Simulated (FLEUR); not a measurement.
# TePt (Pm-3m) in FLEUR: single point with r2SCAN+U

Aim: the single point of TePt with r2SCAN+U.

Everything below comes from runs of FLEUR MaX-R8.1 (later development tree). Logs are shortened: lines on timing, memory, paths and dates and some standing lists are left out, and cuts for length are marked.

### Step 1. Starting point

It takes space group Pm-3m (No. 221, cubic). Conventional cell: a = 3.559 Å, b = 3.559 Å, c = 3.559 Å, α = 90.00°, β = 90.00°, γ = 90.00°. Pt (site symmetry m-3m) is surrounded by 8 Te at 3.08 Å. Te (site symmetry m-3m) has 8 Pt at 3.08 Å as nearest neighbours.

Measurements of this composition are mostly on another form, of space group No. 166.

### Step 2. Single point, r2SCAN+U, collinear spin, ferromagnetic start

File inp.xml:

```xml
<?xml version="1.0" encoding="UTF-8" standalone="no"?>
<fleurInput fleurInputVersion="0.39">
   <comment>
      TePt                                                                                                
   </comment>
   <calculationSetup>
      <cutoffs Kmax="4.1" Gmax="12.7" GmaxXC="12.7" numbands="0"/>
      <scfLoop itmax="100" minDistance="0.0002" maxIterBroyd="50" imix="Anderson" alpha="0.05" precondParam="0.0" spinf="2.0" sdNocoIR="T"/>
      <coreElectrons ctail="F" frcor="F" kcrel="0" coretail_lmax="0"/>
      <xcFunctional name="LibXC" relativisticCorrections="F">
         <LibXCName exchange="mgga_x_r2scan" correlation="mgga_c_r2scan"/>
         <AuxGGA exchange="117" correlation="130"/>
      </xcFunctional>
      <magnetism jspins="2"/>
      <soc l_soc="F" theta="0.0" phi="0.0" spav="F"/>
      <expertModes spex="0" secvar="F"/>
      <geometryOptimization l_f="F" forcealpha="1.0" forcemix="BFGS" epsdisp="0.00001" epsforce="0.00001"/>
      <ldaU l_linMix="F" mixParam="0.05" spinf="1.0"/>
   </calculationSetup>
   <cell>
      <bzIntegration valenceElectrons="40.0" mode="gauss" fermiSmearingEnergy="0.00183747">
         <kPointListSelection listName="default-1"/>
         <!-- k-points included here -->
         <xi:include xmlns:xi="http://www.w3.org/2001/XInclude" href="kpts.xml"> </xi:include>
      </bzIntegration>
      <!-- symmetry operations included here -->
      <xi:include xmlns:xi="http://www.w3.org/2001/XInclude" href="sym.xml"> </xi:include>
      <bulkLattice scale="1.0">
         <bravaisMatrix>
            <row-1>    6.7258948545383888     0.0000000000000000     0.0000000000000000</row-1>
            <row-2>    0.0000000000000000     6.7258948545383888     0.0000000000000000</row-2>
            <row-3>    0.0000000000000000     0.0000000000000000     6.7258948545383888</row-3>
         </bravaisMatrix>
      </bulkLattice>
[... 20 lines left out ...]
         <mtSphere radius="2.43" gridPoints="803" logIncrement="0.016"/>
         <atomicCutoffs lmax="10" lnonsphr="10"/>
         <electronConfig flipSpins="F">
            <coreConfig>(1s1/2) (2s1/2) (2p1/2) (2p3/2) (3s1/2) (3p1/2) (3p3/2) (4s1/2) (3d3/2) (3d5/2)</coreConfig>
            <valenceConfig>(4p1/2) (4p3/2) (5s1/2) (4d3/2) (4d5/2) (5p1/2) (5p3/2)</valenceConfig>
            <stateOccupation state="(5p1/2)" spinUp="0.666667" spinDown="0.666667"/>
            <stateOccupation state="(5p3/2)" spinUp="1.333333" spinDown="1.333333"/>
         </electronConfig>
         <energyParameters s="5" p="5" d="5" f="4"/>
         <lo type="SCLO" l="1" n="4" eDeriv="0"/>
         <lo type="SCLO" l="1" n="4" eDeriv="1"/>
         <lo type="SCLO" l="2" n="4" eDeriv="0"/>
         <lo type="SCLO" l="2" n="4" eDeriv="1"/>
         <lo type="SCLO" l="0" n="5" eDeriv="2"/>
         <lo type="SCLO" l="3" n="4" eDeriv="2"/>
      </species>
   </atomSpecies>
   <atomGroups>
      <atomGroup species="Platinum (2.000">
         <relPos label="                   1">.0000000000 .0000000000 .0000000000</relPos>
         <force calculate="T" relaxXYZ="TTT"/>
      </atomGroup>
      <atomGroup species="Tellurium (Te)">
         <relPos label="                   2">1.000/2.000 1.000/2.000 1.000/2.000</relPos>
         <force calculate="T" relaxXYZ="TTT"/>
      </atomGroup>
   </atomGroups>
   <output dos="F" band="F" slice="F">
      <checks vchk="F" cdinf="F"/>
      <bandDOS minEnergy="-.5*Htr" maxEnergy="0.5*Htr" sigma="0.015" storeEVData="T"/>
      <vacuumDOS vacdos="F" integ="F" star="F" nstars="0" locx1="0.0" locy1="0.0" locx2="0.0" locy2="0.0" nstm="0" tworkf="0.0"/>
      <unfoldingBand unfoldBand="F" supercellX="1" supercellY="1" supercellZ="1"/>
      <plotting iplot="0" polar="F">
         <plot TwoD="T" vec1="  1.0  0.0  0.0" vec2="  0.0  1.0  0.0" vec3="  0.0  0.0  1.0" zero="  0.0  0.0  0.0" file="plot"/>
      </plotting>
      <chargeDensitySlicing numkpt="0" minEigenval="0.0" maxEigenval="0.0" nnne="0" pallst="F"/>
      <specialOutput eonly="F"/>
      <moessbauerParams electricFieldGradient="T" isomerShift="T" coreHyperfine="T" valenceHyperfine="T"/>
      <magneticCircularDichroism mcd="F" energyLo="-10.0" energyUp="0.0"/>
   </output>
  <!-- We include the file relax.xml here to enable relaxations (see documentation) -->
  <xi:include xmlns:xi="http://www.w3.org/2001/XInclude" href="relax.xml"> <xi:fallback/> </xi:include>
</fleurInput>
```

File crystal.txt:

```
TePt
&input cartesian=F /
3.5591902800  0.0000000000  0.0000000000
0.0000000000  3.5591902800  0.0000000000
0.0000000000  0.0000000000  3.5591902800
1.8897261246
1.0 1.0 1.0

2
78 0.0000000000  0.0000000000  0.0000000000 : 2.000
52 0.5000000000  0.5000000000  0.5000000000

&kpt div1=5 div2=5 div3=5 gamma=T /
```

Potentials or basis: all-electron, FLAPW.

Started as:

```bash
$ inpgen -f crystal.txt -profile fastHighL
$ # inp.xml edited to the form shown
$ fleur_MPI
```

Standard output:

```text
Welcome to FLEUR        (www.flapw.de)
      MaX-Release 8.1          (www.max-centre.eu)
 func_ids         498         497         498         497
 MetaGGA potential functional detected - V_tau will be computed
 Auxiliary Potential for radial basis: exchange=         117  correlation=         130
The functional 'Re-regularized SCAN exchange by Furness et al' is an exchange functional, it belongs to the 'MGGA' family and is defined in the reference(s):
[1] J. W. Furness, A. D. Kaplan, J. Ning, J. P. Perdew, and J. Sun.,  J. Phys. Chem. Lett. 11, 8208-8215 (2020)
[2] J. W. Furness, A. D. Kaplan, J. Ning, J. P. Perdew, and J. Sun.,  J. Phys. Chem. Lett. 11, 9248-9248 (2020)
The functional 'Re-regularized SCAN correlation by Furness et al' is a correlation functional, it belongs to the 'MGGA' family and is defined in the reference(s):
[1] J. W. Furness, A. D. Kaplan, J. Ning, J. P. Perdew, and J. Sun.,  J. Phys. Chem. Lett. 11, 8208-8215 (2020)
[2] J. W. Furness, A. D. Kaplan, J. Ning, J. P. Perdew, and J. Sun.,  J. Phys. Chem. Lett. 11, 9248-9248 (2020)
 Using same functional for VXC and EXC

 ========== k-point set info ==========
 Selected k-point list: default-1
 k-point list type: mesh
 5 x 5 x 5
 Number of k points: 10

 ------------Calculation Setup---------------------------
 Number of MPI-tasks      :            1
 Number of PE/node        :            1
 Number of OMP-threads    :            1
 Most efficient MPI parallelization for:
           1           2           5          10
 Additional eigenvalue parallelization possible
 Number of basis functions:          449
 Approximate size of matrices (H+S) per k-point:         0.003 GB
 --------------------------------------------------------
The functional 'Hammer, Hansen, and Norskov' is an exchange functional, it belongs to the 'GGA' family and is defined in the reference(s):
[1] B. Hammer, L. B. Hansen, and J. K. Nørskov.,  Phys. Rev. B 59, 7413 (1999)
The functional 'Perdew, Burke & Ernzerhof' is a correlation functional, it belongs to the 'GGA' family and is defined in the reference(s):
[1] J. P. Perdew, K. Burke, and M. Ernzerhof.,  Phys. Rev. Lett. 77, 3865 (1996)
[2] J. P. Perdew, K. Burke, and M. Ernzerhof.,  Phys. Rev. Lett. 78, 1396 (1997)
 Using same functional for VXC and EXC
 Using auxiliary GGA potential for the first iteration of MetaGGA calculation.
 no density matrix found ... skipping LDA+U
 Reset of history
 Reset of history
 Reset of history
 Iteration:     1   Distance:      57.24306301 me/bohr^3
The functional 'Hammer, Hansen, and Norskov' is an exchange functional, it belongs to the 'GGA' family and is defined in the reference(s):
[1] B. Hammer, L. B. Hansen, and J. K. Nørskov.,  Phys. Rev. B 59, 7413 (1999)
The functional 'Perdew, Burke & Ernzerhof' is a correlation functional, it belongs to the 'GGA' family and is defined in the reference(s):
[1] J. P. Perdew, K. Burke, and M. Ernzerhof.,  Phys. Rev. Lett. 77, 3865 (1996)
[2] J. P. Perdew, K. Burke, and M. Ernzerhof.,  Phys. Rev. Lett. 78, 1396 (1997)
 Using same functional for VXC and EXC
 Iteration:     2   Distance:      54.38631991 me/bohr^3
The functional 'Hammer, Hansen, and Norskov' is an exchange functional, it belongs to the 'GGA' family and is defined in the reference(s):
[1] B. Hammer, L. B. Hansen, and J. K. Nørskov.,  Phys. Rev. B 59, 7413 (1999)
The functional 'Perdew, Burke & Ernzerhof' is a correlation functional, it belongs to the 'GGA' family and is defined in the reference(s):
[1] J. P. Perdew, K. Burke, and M. Ernzerhof.,  Phys. Rev. Lett. 77, 3865 (1996)
[2] J. P. Perdew, K. Burke, and M. Ernzerhof.,  Phys. Rev. Lett. 78, 1396 (1997)
 Using same functional for VXC and EXC
 Iteration:     3   Distance:      51.44018494 me/bohr^3
The functional 'Hammer, Hansen, and Norskov' is an exchange functional, it belongs to the 'GGA' family and is defined in the reference(s):
[1] B. Hammer, L. B. Hansen, and J. K. Nørskov.,  Phys. Rev. B 59, 7413 (1999)
The functional 'Perdew, Burke & Ernzerhof' is a correlation functional, it belongs to the 'GGA' family and is defined in the reference(s):
[1] J. P. Perdew, K. Burke, and M. Ernzerhof.,  Phys. Rev. Lett. 77, 3865 (1996)
[2] J. P. Perdew, K. Burke, and M. Ernzerhof.,  Phys. Rev. Lett. 78, 1396 (1997)
 Using same functional for VXC and EXC
 Iteration:     4   Distance:      19.14365323 me/bohr^3
The functional 'Hammer, Hansen, and Norskov' is an exchange functional, it belongs to the 'GGA' family and is defined in the reference(s):
[1] B. Hammer, L. B. Hansen, and J. K. Nørskov.,  Phys. Rev. B 59, 7413 (1999)
The functional 'Perdew, Burke & Ernzerhof' is a correlation functional, it belongs to the 'GGA' family and is defined in the reference(s):
[1] J. P. Perdew, K. Burke, and M. Ernzerhof.,  Phys. Rev. Lett. 77, 3865 (1996)
[2] J. P. Perdew, K. Burke, and M. Ernzerhof.,  Phys. Rev. Lett. 78, 1396 (1997)
 Using same functional for VXC and EXC
 Iteration:     5   Distance:      19.90279001 me/bohr^3
The functional 'Hammer, Hansen, and Norskov' is an exchange functional, it belongs to the 'GGA' family and is defined in the reference(s):
[1] B. Hammer, L. B. Hansen, and J. K. Nørskov.,  Phys. Rev. B 59, 7413 (1999)
The functional 'Perdew, Burke & Ernzerhof' is a correlation functional, it belongs to the 'GGA' family and is defined in the reference(s):
[1] J. P. Perdew, K. Burke, and M. Ernzerhof.,  Phys. Rev. Lett. 77, 3865 (1996)
[2] J. P. Perdew, K. Burke, and M. Ernzerhof.,  Phys. Rev. Lett. 78, 1396 (1997)
 Using same functional for VXC and EXC
 Iteration:     6   Distance:       2.53980856 me/bohr^3
The functional 'Hammer, Hansen, and Norskov' is an exchange functional, it belongs to the 'GGA' family and is defined in the reference(s):
[1] B. Hammer, L. B. Hansen, and J. K. Nørskov.,  Phys. Rev. B 59, 7413 (1999)
The functional 'Perdew, Burke & Ernzerhof' is a correlation functional, it belongs to the 'GGA' family and is defined in the reference(s):
[1] J. P. Perdew, K. Burke, and M. Ernzerhof.,  Phys. Rev. Lett. 77, 3865 (1996)
[2] J. P. Perdew, K. Burke, and M. Ernzerhof.,  Phys. Rev. Lett. 78, 1396 (1997)
 Using same functional for VXC and EXC
 Iteration:     7   Distance:       1.19649630 me/bohr^3
The functional 'Hammer, Hansen, and Norskov' is an exchange functional, it belongs to the 'GGA' family and is defined in the reference(s):
[1] B. Hammer, L. B. Hansen, and J. K. Nørskov.,  Phys. Rev. B 59, 7413 (1999)
The functional 'Perdew, Burke & Ernzerhof' is a correlation functional, it belongs to the 'GGA' family and is defined in the reference(s):
[1] J. P. Perdew, K. Burke, and M. Ernzerhof.,  Phys. Rev. Lett. 77, 3865 (1996)
[2] J. P. Perdew, K. Burke, and M. Ernzerhof.,  Phys. Rev. Lett. 78, 1396 (1997)
 Using same functional for VXC and EXC
 Iteration:     8   Distance:       0.71299482 me/bohr^3
The functional 'Hammer, Hansen, and Norskov' is an exchange functional, it belongs to the 'GGA' family and is defined in the reference(s):
[1] B. Hammer, L. B. Hansen, and J. K. Nørskov.,  Phys. Rev. B 59, 7413 (1999)
The functional 'Perdew, Burke & Ernzerhof' is a correlation functional, it belongs to the 'GGA' family and is defined in the reference(s):
[1] J. P. Perdew, K. Burke, and M. Ernzerhof.,  Phys. Rev. Lett. 77, 3865 (1996)
[2] J. P. Perdew, K. Burke, and M. Ernzerhof.,  Phys. Rev. Lett. 78, 1396 (1997)
 Using same functional for VXC and EXC
 Iteration:     9   Distance:       0.54585911 me/bohr^3
[... 71 lines left out ...]
[1] B. Hammer, L. B. Hansen, and J. K. Nørskov.,  Phys. Rev. B 59, 7413 (1999)
The functional 'Perdew, Burke & Ernzerhof' is a correlation functional, it belongs to the 'GGA' family and is defined in the reference(s):
[1] J. P. Perdew, K. Burke, and M. Ernzerhof.,  Phys. Rev. Lett. 77, 3865 (1996)
[2] J. P. Perdew, K. Burke, and M. Ernzerhof.,  Phys. Rev. Lett. 78, 1396 (1997)
 Using same functional for VXC and EXC
 Iteration:    20   Distance:       0.00528687 me/bohr^3
The functional 'Hammer, Hansen, and Norskov' is an exchange functional, it belongs to the 'GGA' family and is defined in the reference(s):
[1] B. Hammer, L. B. Hansen, and J. K. Nørskov.,  Phys. Rev. B 59, 7413 (1999)
The functional 'Perdew, Burke & Ernzerhof' is a correlation functional, it belongs to the 'GGA' family and is defined in the reference(s):
[1] J. P. Perdew, K. Burke, and M. Ernzerhof.,  Phys. Rev. Lett. 77, 3865 (1996)
[2] J. P. Perdew, K. Burke, and M. Ernzerhof.,  Phys. Rev. Lett. 78, 1396 (1997)
 Using same functional for VXC and EXC
 Iteration:    21   Distance:       0.00198992 me/bohr^3
The functional 'Hammer, Hansen, and Norskov' is an exchange functional, it belongs to the 'GGA' family and is defined in the reference(s):
[1] B. Hammer, L. B. Hansen, and J. K. Nørskov.,  Phys. Rev. B 59, 7413 (1999)
The functional 'Perdew, Burke & Ernzerhof' is a correlation functional, it belongs to the 'GGA' family and is defined in the reference(s):
[1] J. P. Perdew, K. Burke, and M. Ernzerhof.,  Phys. Rev. Lett. 77, 3865 (1996)
[2] J. P. Perdew, K. Burke, and M. Ernzerhof.,  Phys. Rev. Lett. 78, 1396 (1997)
 Using same functional for VXC and EXC
 Iteration:    22   Distance:       0.00100162 me/bohr^3
The functional 'Hammer, Hansen, and Norskov' is an exchange functional, it belongs to the 'GGA' family and is defined in the reference(s):
[1] B. Hammer, L. B. Hansen, and J. K. Nørskov.,  Phys. Rev. B 59, 7413 (1999)
The functional 'Perdew, Burke & Ernzerhof' is a correlation functional, it belongs to the 'GGA' family and is defined in the reference(s):
[1] J. P. Perdew, K. Burke, and M. Ernzerhof.,  Phys. Rev. Lett. 77, 3865 (1996)
[2] J. P. Perdew, K. Burke, and M. Ernzerhof.,  Phys. Rev. Lett. 78, 1396 (1997)
 Using same functional for VXC and EXC
 Iteration:    23   Distance:       0.00029109 me/bohr^3
The functional 'Hammer, Hansen, and Norskov' is an exchange functional, it belongs to the 'GGA' family and is defined in the reference(s):
[1] B. Hammer, L. B. Hansen, and J. K. Nørskov.,  Phys. Rev. B 59, 7413 (1999)
The functional 'Perdew, Burke & Ernzerhof' is a correlation functional, it belongs to the 'GGA' family and is defined in the reference(s):
[1] J. P. Perdew, K. Burke, and M. Ernzerhof.,  Phys. Rev. Lett. 77, 3865 (1996)
[2] J. P. Perdew, K. Burke, and M. Ernzerhof.,  Phys. Rev. Lett. 78, 1396 (1997)
 Using same functional for VXC and EXC
 Iteration:    24   Distance:       0.00026582 me/bohr^3
The functional 'Hammer, Hansen, and Norskov' is an exchange functional, it belongs to the 'GGA' family and is defined in the reference(s):
[1] B. Hammer, L. B. Hansen, and J. K. Nørskov.,  Phys. Rev. B 59, 7413 (1999)
The functional 'Perdew, Burke & Ernzerhof' is a correlation functional, it belongs to the 'GGA' family and is defined in the reference(s):
[1] J. P. Perdew, K. Burke, and M. Ernzerhof.,  Phys. Rev. Lett. 77, 3865 (1996)
[2] J. P. Perdew, K. Burke, and M. Ernzerhof.,  Phys. Rev. Lett. 78, 1396 (1997)
 Using same functional for VXC and EXC
 Iteration:    25   Distance:       0.00002344 me/bohr^3

 ********************************************************************
 Run finished successfully
 Stop message:
   all done
 ********************************************************************
```

It took 68 s on 1 thread of Arm Neoverse V2, shared host; peak memory 0.16 GiB.

What came out:

```yaml
Free_energy: -686861.7593 eV
Net_moment: 0.18 μB per cell
Site_moments: Pt +0.09; Te +0.06 μB
Valence_electrons_inside_the_program's_atomic_spheres: Pt 16.97; Te 19.25 (radii Pt 2.66, Te 2.43 bohr)
```

Levels at points of the mesh, in eV from the Fermi level:
Spin up:
```
           k point  band 16  band 17  band 18  band 19  band 20  band 21  band 22  band 23  band 24  band 25
(0.00, 0.00, 0.00)    -2.99    -2.99    -2.99    -1.08    -1.08    -1.08     0.96     7.22     7.22    13.73
```
Spin down:
```csv
k point,band 18,band 19,band 20,band 21,band 22,band 23
"(0.00, 0.00, 0.00)",-2.71,-0.99,-0.99,-0.99,0.99,7.28
```

Eigenvalues of the final occupation matrices:
```csv
site,spin,trace,eigenvalues
atom type 1,1,4.23,0.82 0.82 0.82 0.88 0.88
atom type 1,2,4.15,0.79 0.79 0.79 0.88 0.88
```

Core levels (eV from the Fermi level):
| atom | levels |
| --- | --- |
| 1 Pt | 1s1/2 -78312.1, 2s1/2 -13741.6, 2p1/2 -13167.3, 2p3/2 -11438.2, 3s1/2 -3223.0, 3p1/2 -2965.8, 3p3/2 -2585.7, 4s1/2 -688.0, 3d3/2 -2158.9, 3d5/2 -2076.9, 4p1/2 -578.9, 4p3/2 -488.4, 4d3/2 -310.2, 4d5/2 -293.4, 4f5/2 -65.8, 4f7/2 -62.3 |
| 2 Te | 1s1/2 -31605.6, 2s1/2 -4842.2, 2p1/2 -4535.9, 2p3/2 -4261.4, 3s1/2 -960.7, 3p1/2 -834.9, 3p3/2 -783.7, 4s1/2 -160.5, 3d3/2 -562.1, 3d5/2 -551.4 |

Caveat: with Gaussian smearing the program prints no entropy term, so the energy of a metal isn't a free energy; the meta-GGA is that of a development version, with a GGA for the radial functions and cores and without core tails; the U is typed as a test and isn't derived for this compound. The state reached can hang on the start; a lower one may exist.
